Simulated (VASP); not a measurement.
The system is Os.

```
CELL_PARAMETERS angstrom
3.53036 0.00000 0.00000
-1.76518 3.05738 0.00000
0.00000 0.00000 4.00531
ATOMIC_POSITIONS crystal
Os 0.22540 0.00000 0.33333
Os 0.00000 0.22540 0.66667
Os 0.77460 0.77460 0.00000
```

The cell was built by a generator and needn't be a form met in nature.

| Property | Result |
| --- | --- |
| Program | VASP 6.6.1 |
| Task | relaxation of cell and atoms |
| Functional | PBEsol |
| Potentials or basis | VASP PAW PBE potentials, release 64 (Os) |
| Cutoff | 600 eV |
| k mesh | 6 × 6 × 4 |
| Occupations | gaussian, width 0.1 eV |
| Spin | no spin polarisation |

At the start: pressure 162.5 GPa; volume 14.41 Å³/atom.

Where does the relaxation end?

Over 39 steps the energy falls by 4849.7 meV/atom and the volume is 13.96 Å³/atom (-3.1 %); space group Fm-3m (No. 225, to 0.05 Å).

Step by step:
| step | energy change (eV) | largest force (eV/Å) | pressure (GPa) | volume (Å³) |
| --- | --- | --- | --- | --- |
| 1 | 0.0000 | 25.4807 | 162.50 | 43.23 |
| 2 | 15.1309 | 0.6755 | -14.22 | 210.01 |
| 3 | 10.0086 | 0.4100 | -17.29 | 163.59 |
| 4 | 6.0957 | 0.0748 | -23.53 | 134.45 |
| 5 | -4.3237 | 1.7564 | -42.47 | 80.65 |
| 6 | -8.7096 | 1.1205 | -36.79 | 60.07 |
| 7 | -10.0224 | 0.1631 | -13.44 | 51.21 |
| 8 | -10.1034 | 0.0834 | 7.31 | 47.65 |
| 9 | -10.1244 | 0.1332 | -1.31 | 48.93 |
| 10 | -10.1256 | 0.1394 | 0.12 | 48.70 |
| 11 | -10.1255 | 0.1400 | 0.84 | 48.59 |
| 12 | -10.1418 | 0.1565 | -1.03 | 48.92 |
| 13 | -10.1591 | 0.1579 | -6.23 | 49.88 |
| 14 | -10.1600 | 0.1471 | -5.18 | 49.68 |
| 15 | -10.1632 | 0.1440 | -5.00 | 49.66 |
| 16 | -10.1720 | 0.1408 | -4.44 | 49.57 |
| 17 | -10.1887 | 0.1383 | -3.28 | 49.38 |
| 18 | -10.2172 | 0.0376 | -0.54 | 48.98 |
| 19 | -10.2781 | 0.0377 | 5.77 | 48.02 |
| 20 | -10.3928 | 1.1568 | 19.83 | 45.59 |
| 21 | -12.0768 | 3.9804 | 63.70 | 39.03 |
| 22 | 77.2412 | 0.2433 | 1502.58 | 22.31 |
| 23 | -13.4336 | 2.1410 | 50.20 | 38.73 |
| 24 | -0.0286 | 1.7680 | 351.79 | 30.80 |
| 25 | -13.5417 | 1.9186 | 55.93 | 38.21 |
| 26 | -13.4609 | 2.0276 | 61.64 | 37.88 |
| 27 | -14.1782 | 1.5018 | 21.46 | 40.36 |
| 28 | -14.3210 | 1.0832 | -9.29 | 43.08 |
| 29 | -14.3358 | 1.1666 | -3.30 | 42.46 |
| 30 | -14.3359 | 1.1802 | -2.34 | 42.37 |
| 31 | -14.3622 | 1.1193 | -1.86 | 42.29 |
| 32 | -14.4221 | 0.9291 | -0.14 | 42.03 |
| 33 | -14.4518 | 0.5212 | 4.49 | 41.52 |
| 34 | -14.4560 | 0.6300 | 3.13 | 41.66 |
| 35 | -14.4863 | 0.5113 | 1.79 | 41.76 |
| 36 | -14.5399 | 0.1642 | -1.74 | 42.06 |
| 37 | -14.5455 | 0.0155 | -3.12 | 42.19 |
| 38 | -14.5491 | 0.0171 | 0.66 | 41.83 |
| 39 | -14.5492 | 0.0122 | 0.02 | 41.88 |

Final structure:
```
Os
1.0
     2.71277    0.00000    0.00000
    -1.35639    2.34933    0.00000
     0.00000    0.00000    6.57179
Os
3
Direct
  0.33376 0.00000 0.33333
  0.00000 0.33376 0.66667
  0.66624 0.66624 0.00000
```

Caveat: the k mesh is coarse (spacing up to 0.39 Å⁻¹), so the values aren't converged; the PAW data sets were made with another functional, which shifts forces and pressure a little.
